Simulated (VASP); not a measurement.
# InSb in VASP: one cell, several levels of theory, part 2 of 2

VASP 6.6.1, plane waves, PAW. Earlier steps stand in the parts before.

### Step 3. r2SCAN at this geometry

The input, INCAR:

```
ENCUT = 520.000000
SIGMA = 0.020000
EDIFF = 1.00e-07
ALGO = Normal
METAGGA = R2SCAN
PREC = Accurate
IBRION = -1
ISIF = 2
ISMEAR = -1
NBANDS = 16
NELM = 120
NSW = 0
LASPH = .TRUE.
LCHARG = .FALSE.
LWAVE = .FALSE.
LREAL = .FALSE.
```

The input, KPOINTS:

```
KPOINTS created by Atomic Simulation Environment
0
Gamma
6 6 6
0 0 0
```

The input, KPOINTS_OPT:

```
special points
7
Reciprocal
0.0000000000 0.0000000000 0.0000000000 1
-0.5000000000 -0.5000000000 0.0000000000 1
-0.3750000000 -0.3750000000 0.2500000000 1
-0.3750000000 0.0000000000 0.3750000000 1
0.0000000000 0.0000000000 0.5000000000 1
-0.5000000000 -0.2500000000 0.2500000000 1
-0.0211590000 -0.0211590000 0.0000000000 1
```

The input, POSCAR:

```
In Sb
 1.0000000000000000
     0.0000000000000000    3.1811276270000000    3.3754891042000001
     3.1811276270000000    0.0000000000000000    3.3754891042000001
     3.1811276270000000    3.1811276270000000    0.0000000000000000
 In  Sb
   1   1
Cartesian
  0.0000000000000000  0.0000000000000000  0.0000000000000000
  1.5905638135000004  1.5905638135000004  1.6877445521000001
```

The run is started by

```sh
$ mpirun -np 1 vasp_std
```

Standard output, without the iteration lines:

```text
POSCAR found type information on POSCAR InSb
 POSCAR found :  2 types and       2 ions
 -----------------------------------------------------------------------------
|                                                                             |
|                                                                             |
|     You enforced a specific xc type in the INCAR file but a different       |
|     I HOPE YOU KNOW WHAT YOU ARE DOING!                                     |
|                                                                             |
 -----------------------------------------------------------------------------

 LDA part: xc-table for (None), standard interpolation
 POSCAR, INCAR and KPOINTS ok, starting setup
 FFT: planning ... GRIDC
 FFT: planning ... GRID_SOFT
 FFT: planning ... GRID
 WAVECAR not read
 entering main loop
 Start KPOINTS_OPT (optional k-point list driver)
k-point batch [1-7\7]
```

OSZICAR:

```text
N       E                     dE             d eps       ncg     rms          rms(c)
DAV:   1     0.697093774953E+02    0.69709E+02   -0.81512E+03   968   0.115E+03
DAV:   2    -0.443623210509E+02   -0.11407E+03   -0.11026E+03  1040   0.283E+02
DAV:   3    -0.515855165039E+02   -0.72232E+01   -0.71946E+01  1248   0.754E+01
DAV:   4    -0.518012404898E+02   -0.21572E+00   -0.21567E+00  1280   0.144E+01
DAV:   5    -0.518109553304E+02   -0.97148E-02   -0.97147E-02  1424   0.244E+00    0.539E+00
DAV:   6    -0.487243274534E+02    0.30866E+01   -0.12750E+00  1208   0.207E+01    0.280E+00
DAV:   7    -0.487152785587E+02    0.90489E-02   -0.72301E-02  1176   0.252E+00    0.167E+00
DAV:   8    -0.487221399091E+02   -0.68614E-02   -0.26462E-02  1216   0.125E+00    0.503E-01
DAV:   9    -0.487221024907E+02    0.37418E-04   -0.21975E-03  1376   0.580E-01    0.177E-01
DAV:  10    -0.487220826159E+02    0.19875E-04   -0.37470E-04  1208   0.176E-01    0.652E-02
DAV:  11    -0.487220868518E+02   -0.42359E-05   -0.37660E-05  1312   0.852E-02    0.504E-02
DAV:  12    -0.487220882681E+02   -0.14164E-05   -0.45581E-06  1168   0.139E-02    0.153E-02
DAV:  13    -0.487220855934E+02    0.26747E-05   -0.36415E-06  1328   0.316E-02    0.605E-03
DAV:  14    -0.487220855277E+02    0.65618E-07   -0.78359E-08   888   0.252E-03
   1 F= -.48722086E+02 E0= -.48721982E+02  d E =-.207397E-03
       N       E                     dE             ncg
DAV:   1     0.618524413936E+03   -0.29697E+04      224
DAV:   2    -0.214066465888E+03   -0.83259E+03      240
DAV:   3    -0.272919815055E+03   -0.58853E+02      320
DAV:   4    -0.274498251997E+03   -0.15784E+01      264
DAV:   5    -0.274606397342E+03   -0.10815E+00      384
DAV:   6    -0.274607830723E+03   -0.14334E-02      264
DAV:   7    -0.274607927543E+03   -0.96821E-04      392
DAV:   8    -0.274607928340E+03   -0.79724E-06      288
DAV:   9    -0.274607928355E+03   -0.14911E-07      272
```

Parts of OUTCAR:

```text
k-points           NKPTS =     30   k-points in BZ     NKDIM =     30   number of bands    NBANDS=     16

   NELECT =      18.0000    total number of electrons

   dimension x,y,z NGX =    36 NGY =   36 NGZ =   36
   dimension x,y,z NGXF=    72 NGYF=   72 NGZF=   72

  energy-cutoff  :      520.00
  volume of cell :       68.32
      direct lattice vectors                 reciprocal lattice vectors
     0.000000000  3.181127627  3.375489104    -0.157176969  0.157176969  0.148126682
     3.181127627  0.000000000  3.375489104     0.157176969 -0.157176969  0.148126682
     3.181127627  3.181127627  0.000000000     0.157176969  0.157176969 -0.148126682

 k-points in reciprocal lattice and weights: KPOINTS created by Atomic Simulation Env
   0.00000000  0.00000000  0.00000000       0.005
   0.16666667  0.00000000  0.00000000       0.037
   0.33333333  0.00000000  0.00000000       0.037
   0.50000000 -0.00000000  0.00000000       0.019
   0.16666667  0.16666667  0.00000000       0.009
   0.33333333  0.16666667  0.00000000       0.037
   0.50000000  0.16666667  0.00000000       0.037
  -0.33333333  0.16666667  0.00000000       0.037
[... 22 more k-points ...]

 E-fermi :   5.0329

 k-point     1 :       0.0000    0.0000    0.0000
  band No.  band energies     occupation
      1     -10.2269      2.00000
      2     -10.2139      2.00000
      3     -10.2139      2.00000
      4     -10.1236      2.00000
      5     -10.1151      2.00000
      6      -6.2042      2.00000
      7       4.6497      2.00000
      8       4.9880      1.80844
      9       4.9880      1.80842
     10       5.0616      0.38314
     11       8.0595      0.00000
     12       8.0595      0.00000
     13       8.2107      0.00000
     14      11.0703      0.00000
     15      13.0367      0.00000
     16      13.6091      0.00000

 k-point     2 :       0.1667    0.0000    0.0000
  band No.  band energies     occupation
      1     -10.2323      2.00000
      2     -10.2152      2.00000
      3     -10.2083      2.00000
      4     -10.1245      2.00000
      5     -10.1146      2.00000
      6      -5.9425      2.00000
      7       2.4483      2.00000
      8       4.3967      2.00000
      9       4.6752      2.00000
     10       6.1405      0.00000
     11       8.4987      0.00000
     12       8.5514      0.00000
     13       9.0207      0.00000
     14      12.0662      0.00000
     15      12.4661      0.00000
     16      12.8706      0.00000

 k-point     3 :       0.3333    0.0000    0.0000
  band No.  band energies     occupation
      1     -10.2558      2.00000
      2     -10.2059      2.00000
      3     -10.1981      2.00000
      4     -10.1252      2.00000
      5     -10.1121      2.00000
      6      -5.2646      2.00000
      7       0.1837      2.00000
      8       3.8509      2.00000
      9       4.2258      2.00000
     10       5.8307      0.00000
     11       8.8983      0.00000
     12       9.0850      0.00000
     13      11.1076      0.00000
     14      12.0400      0.00000
     15      13.0457      0.00000
     16      13.1941      0.00000

 k-point     4 :       0.5000   -0.0000    0.0000
  band No.  band energies     occupation
      1     -10.2679      2.00000
      2     -10.2015      2.00000
      3     -10.1937      2.00000
      4     -10.1248      2.00000
      5     -10.1100      2.00000
      6      -4.7661      2.00000
      7      -0.8709      2.00000
      8       3.6325      2.00000
      9       4.0487      2.00000
     10       5.6564      0.00000
     11       8.8807      0.00000
     12       9.1283      0.00000
     13      11.3814      0.00000
     14      13.6318      0.00000
     15      14.4256      0.00000
     16      14.7570      0.00000

 k-point     5 :       0.1667    0.1667    0.0000
  band No.  band energies     occupation
      1     -10.2475      2.00000
      2     -10.2029      2.00000
      3     -10.2029      2.00000
      4     -10.1218      2.00000
      5     -10.1177      2.00000
      6      -5.8760      2.00000
      7       2.2342      2.00000
      8       4.1399      2.00000
      9       4.1399      2.00000
     10       7.0938      0.00000
     11       7.5906      0.00000
     12       9.3880      0.00000
     13       9.3880      0.00000
     14      11.0233      0.00000
     15      12.5936      0.00000
     16      14.2898      0.00000

 k-point     6 :       0.3333    0.1667    0.0000
  band No.  band energies     occupation
      1     -10.2643      2.00000
      2     -10.1966      2.00000
      3     -10.1922      2.00000
      4     -10.1213      2.00000
      5     -10.1186      2.00000
      6      -5.3390      2.00000
      7       0.5976      2.00000
      8       3.2504      2.00000
      9       3.6814      2.00000
     10       7.1851      0.00000
     11       8.2121      0.00000
     12       9.7762      0.00000
     13      10.1909      0.00000
     14      12.2344      0.00000
     15      13.6908      0.00000
     16      14.0904      0.00000

 k-point     7 :       0.5000    0.1667    0.0000
  band No.  band energies     occupation
      1     -10.2743      2.00000
      2     -10.1953      2.00000
      3     -10.1871      2.00000
      4     -10.1233      2.00000
      5     -10.1151      2.00000
      6      -4.6773      2.00000
      7      -0.7338      2.00000
      8       2.4773      2.00000
      9       3.6374      2.00000
     10       7.0361      0.00000
     11       8.6562      0.00000
     12      10.0373      0.00000
     13      11.2743      0.00000
     14      13.0469      0.00000
     15      14.3083      0.00000
     16      14.5989      0.00000

 k-point     8 :      -0.3333    0.1667    0.0000
  band No.  band energies     occupation
      1     -10.2689      2.00000
      2     -10.1980      2.00000
      3     -10.1914      2.00000
      4     -10.1272      2.00000
      5     -10.1118      2.00000
      6      -4.8210      2.00000
      7      -0.4046      2.00000
      8       2.3028      2.00000
      9       4.0184      2.00000
     10       7.0703      0.00000
     11       8.9543      0.00000
     12       9.5382      0.00000
     13      10.8685      0.00000
     14      12.6560      0.00000
     15      13.1104      0.00000
     16      14.8560      0.00000

[... the tables of k-points 9 to 30 left out ...]

  Total        0.8892529      0.8892529      0.0234939      0.0000000      0.0000000      0.0000000
  in kB       20.8548446     20.8548446      0.5509811      0.0000000      0.0000000      0.0000000
  external PRESSURE =      14.0868901 kB  Pullay stress =       0.0000000 kB

 POSITION                                       TOTAL-FORCE (eV/Angst)
 -----------------------------------------------------------------------------------
      0.00000      0.00000      0.00000         0.000000      0.000000     -0.000000
      1.59056      1.59056      1.68774        -0.000000     -0.000000      0.000000
 -----------------------------------------------------------------------------------
    total drift:                               -0.000005     -0.000005      0.000004

  FREE ENERGIE OF THE ION-ELECTRON SYSTEM (eV)
  ---------------------------------------------------
  free  energy   TOTEN  =       -48.7220855277 eV

  energy  without entropy=      -48.7218781311  energy(sigma->0) =      -48.72198183
```

Hardware: 1 MPI rank of Intel Xeon Platinum 8488C, shared host.

The levels at the points of KPOINTS_OPT are read from vasprun.xml.

Levels at the named points, in eV from the top of band v (v: the last filled band by count, c: the next):

| point | v−1 | v | c | c+1 |
| --- | --- | --- | --- | --- |
| Γ | 0.00 | 0.00 | 0.07 | 3.07 |
| X | -2.23 | -2.23 | 1.69 | 1.76 |
| U | -3.31 | -1.86 | 2.03 | 4.26 |
| K | -3.31 | -2.20 | 1.62 | 3.71 |
| L | -1.36 | -0.94 | 0.67 | 3.89 |
| W | -3.04 | -2.91 | 3.85 | 4.20 |

Gap with r2SCAN: 0.07 eV, direct (Γ). Pressure: 1.41 GPa; the forces vanish within 0.01 eV/Å.

### Step 4. What came out

What follows sums up all 2 parts.

| level | gap (eV) | pressure (GPa) | Ansatz: gap (eV) | Ansatz: pressure (GPa) |
| --- | --- | --- | --- | --- |
| PBE | -0.02 | 2.89 | -0.02 | 2.91 |
| r2SCAN | 0.07 | 1.41 | 0.07 | 1.39 |

A negative gap is an overlap of bands.

The gap runs from -0.02 eV (PBE) to 0.07 eV (r2SCAN). Spin-orbit coupling is left out, though the cell holds Sb (Z = 51); in an element this heavy it can shift bands and gaps by tenths of an eV. The pressure is highest with PBE (2.9 GPa) and lowest with r2SCAN (1.4 GPa), which orders the cells that they would relax to. The two programs agree on the gap within 0.01 eV, far less than the spread between functionals. The two codes have different PAW datasets and cutoffs. VASP's cell holds 18 valence electrons and Ansatz's 28.
